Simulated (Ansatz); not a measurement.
**Cu2ZnSnS4: the cell at several levels of theory**

The task here is to estimate one member of a computed series from the others.

Code: Ansatz 0.2.0. PAW datasets, plane waves, zero pressure. No spin polarisation and no zero-point or thermal motion; the cell was built from a prototype and may be hypothetical.

## The system as given

This is the cell as the run starts from it, not yet at rest; its lengths are not the crystal's.

Space group I-42m (No. 121), tetragonal; a = 5.305 Å, c = 10.610 Å in the conventional setting, 18.66 Å³ an atom. Around Cu lie 4 S at 2.28 Å; around Zn lie 4 S at 2.29 Å; around Sn lie 4 S at 2.35 Å; around S lie 2 Cu at 2.28 Å and 1 Zn at 2.29 Å and 1 Sn at 2.35 Å.

As a file:

```
CELL_PARAMETERS angstrom
-2.65238 2.65238 5.30475
2.65238 -2.65238 5.30475
2.65238 2.65238 -5.30475
ATOMIC_POSITIONS crystal
Cu 0.75000 0.25000 0.50000
Cu 0.25000 0.75000 0.50000
Zn 0.00000 0.00000 0.00000
Sn 0.50000 0.50000 0.00000
S 0.88300 0.88300 0.51000
S 0.11700 0.62700 0.00000
S 0.62700 0.11700 0.00000
S 0.37300 0.37300 0.49000
```

Set-up of the first run:

The input, input.yaml:

```yaml
crystal:
  lattice:
    - [-2.6523760042, 2.6523760042, 5.3047520083]
    - [2.6523760042, -2.6523760042, 5.3047520083]
    - [2.6523760042, 2.6523760042, -5.3047520083]
  atoms:
    - { symbol: Cu, position: [0.75, 0.25, 0.5] }
    - { symbol: Cu, position: [0.25, 0.75, 0.5] }
    - { symbol: Zn, position: [0.0, 0.0, 0.0] }
    - { symbol: Sn, position: [0.5, 0.5, 0.0] }
    - { symbol: S, position: [0.883, 0.883, 0.51] }
    - { symbol: S, position: [0.117, 0.627, 0.0] }
    - { symbol: S, position: [0.627, 0.117, 0.0] }
    - { symbol: S, position: [0.373, 0.373, 0.49] }
kpoints:
  mp_grid: { grid: [6, 6, 6] }
hamiltonian:
  xc: pbe
scf:
  occupations: { method: fermi_dirac, width: 0.02 }
relax:
  f_tol: 0.005
  cell: {}
```

The run is started by

```console
> ansatz run input.yaml --threads 4 --pin off --max-ram 7372MiB --backend cpu --events-out ev --progress --plain --runs-dir out
```

Among the steps run: Relaxing with PBE; Relaxation with r2SCAN; PBEsol: cell and atoms; LDA: cell and atoms.

One of the session's tables, all rows but one given; the rest of the session is left out.

It belongs to the step «The cells side by side». 

```
 level  a (Å)   c (Å)  volume (Å³/atom)
   PBE  5.462  10.958            20.433
r2SCAN      ?       ?                 ?
PBEsol  5.372  10.761            19.405
   LDA  5.316  10.650            18.810
```

**Question.** Estimate the row for r2SCAN.

The run gave: a (Å): 5.404; c (Å): 10.854; volume (Å³/atom): 19.814. In the column «a (Å)» it lies between PBEsol (5.372) and PBE (5.462).
